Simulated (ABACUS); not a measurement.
**Si2Ni: single point with PBEsol**

The system is Si2Ni.

```xyz
3
Lattice="0.0000 2.7030 2.7030 2.7030 0.0000 2.7030 2.7030 2.7030 0.0000" Properties=species:S:1:pos:R:3 pbc="T T T"
Ni    0.0143    0.0009    0.0401
Si    4.1013    4.1078    4.0658
Si    1.3735    1.3512    1.3452
```

The cell isn't the ideal one: atoms moved at random, drawn with an rms of 0.05 Å.

* Program: ABACUS 3.10.1
* Task: single point
* Functional: PBEsol
* Potentials or basis: PseudoDojo NC SR 0.4.1 PBEsol standard
* Cutoff: 1333 eV
* Density cutoff: 5333 eV
* Basis: plane waves
* k mesh: 9 × 9 × 9
* Occupations: fermi-dirac, width 0.05 eV
* Spin: collinear spin, ferromagnetic start
* Starting moments: [1.0, 0.0, 0.0] μB

| Property | Result |
| --- | --- |
| Pressure | -0.7 GPa |
| Largest force | 0.457 eV/Å |
| Band gap on the k mesh | none (metal or under the smearing width) |
| Net moment | 0.00 μB per cell |
| Absolute moment | 0.00 μB per cell |

Forces on the atoms (eV/Å):
```
Ni   0.170  0.241 -0.338
Si  -0.208 -0.403  0.059
Si   0.037  0.162  0.279
```

Stress tensor (GPa, compression positive):
```
-0.73  0.66  1.45
 0.66 -0.65  0.60
 1.45  0.60 -0.80
```

Levels at points of the mesh, in eV from the Fermi level:
Spin up:
```
           k point  band 9  band 10  band 11  band 12  band 13  band 14  band 15  band 16
(0.00, 0.00, 0.00)   -3.51    -3.51    -0.31     1.67     1.69     1.73     2.05     2.28
```
Spin down:
```tsv
k point	band 10	band 11	band 12	band 13	band 14	band 15	band 16
(0.00, 0.00, 0.00)	-3.51	-0.31	1.67	1.69	1.73	2.05	2.28
```

Wall time 3 min on 4 MPI ranks on Intel(R) Xeon(R) 6975P-C (Granite Rapids), with other jobs on the host, peak memory 1.4 GiB a rank.
